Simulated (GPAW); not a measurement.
Fe2Ge:

```xyz
3
Lattice="4.1636 0.0000 0.0000 -2.0818 3.6058 0.0000 0.0000 0.0000 2.6265" Properties=species:S:1:pos:R:3 pbc="T T T"
Ge    0.0000    0.0000    0.0000
Fe    0.0000    2.4039    1.3132
Fe    2.0818    1.2019    1.3132
```

The cell comes from a database or a generator and needn't be the stable form of this composition.

Program: GPAW 26.7.0. Alike in all runs: task band structure; potentials or basis PAW data sets generated in the run's folder for this functional, pw; spin collinear, ferromagnetic start; cell as given; cutoff (eV) 600; smearing fermi-dirac 0.05 eV.

Question: Order these runs on this cell by their pressure, lowest first.
A. level PBEsol+U; U Fe d U = 6 eV; k mesh 6 × 6 × 7; band points 80
B. level PBEsol+U; U Fe d U = 4 eV; k mesh 6 × 6 × 7; band points 80
C. level PBEsol; k mesh 6 × 6 × 8; band points 100
D. level PBEsol+U; U Fe d U = 8 eV; k mesh 6 × 6 × 7; band points 80
E. level PBEsol+U; U Fe d U = 2 eV; k mesh 6 × 6 × 7; band points 80

Answer: C (-5.8 GPa), E (0.7 GPa), B (6.0 GPa), A (12.8 GPa), D (27.3 GPa).

Caveats: the U is typed as a test and isn't derived for this compound (some runs).

Not every run made on this cell is shown here.
